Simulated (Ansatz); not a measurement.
# ZrN: the cost of one run

Method: DFT LDA, scalar-relativistic, in Ansatz 0.2.0.

### 1 The structure to begin with

The structure is cubic, space group Fm-3m (No. 225). Conventional cell: a = 4.568 Å, b = 4.568 Å, c = 4.568 Å, α = 90.00°, β = 90.00°, γ = 90.00°. Zr (site symmetry m-3m) is surrounded by 6 N at 2.28 Å. N (site symmetry m-3m) is surrounded by 6 Zr at 2.28 Å.

As a file:

```
Zr N
1.0
     0.00000    2.28423    2.28423
     2.28423    0.00000    2.28423
     2.28423    2.28423    0.00000
Zr N
1 1
Direct
  0.00000 0.00000 0.00000
  0.50000 0.50000 0.50000
```

Atoms are numbered in the order of the input: Zr1, N2.

### 2 The deformed structure

Space group Fm-3m before, R-3m after.

### 3 All-electron LAPW

Contents of input.yaml:

```yaml
crystal:
  lattice:
    - [-0.0228423, 2.27280885, 2.27280885]
    - [2.27280885, -0.0228423, 2.27280885]
    - [2.27280885, 2.27280885, -0.0228423]
  atoms:
    - { symbol: Zr, position: [0.0, 0.0, 0.0] }
    - { symbol: "N", position: [0.5, 0.5, 0.5] }
kpoints:
  mp_grid: { grid: [9, 9, 9] }
  band_path:
    path:
      - [0.0, 0.0, 0.0]
      - [0.5, 0.5, 0.5]
      - [0.2525443832, 0.5, 0.7474556168]
      - [-0.2525443832, 0.2525443832, 0.5]
      - [0.0, 0.0, 0.5]
      - [0.0, 0.0, 0.0]
      - [-0.3762721916, 0.0, 0.3762721916]
      - [0.0, 0.3762721916, 0.6237278084]
      - [0.0, 0.5, 0.5]
    npoints: 5
scf:
  occupations: { method: fermi_dirac, width: 0.03 }
hamiltonian:
  xc: lda
  pseudopotentials: { kind: all_electron, lapw: { basis_error: 0.00025 } }
output:
  forces: true
  stress: true
  eigenvalues: true
```

Run with:

```
$ ansatz run input.yaml --threads 1 --pin off --max-ram 3072MiB --backend cpu --events-out ev --progress --plain --runs-dir out
```

What time and memory should one allow on 1 thread of Intel Xeon Platinum 8488C (Sapphire Rapids), shared host?

About 15 s, with a peak of 0.45 GiB.
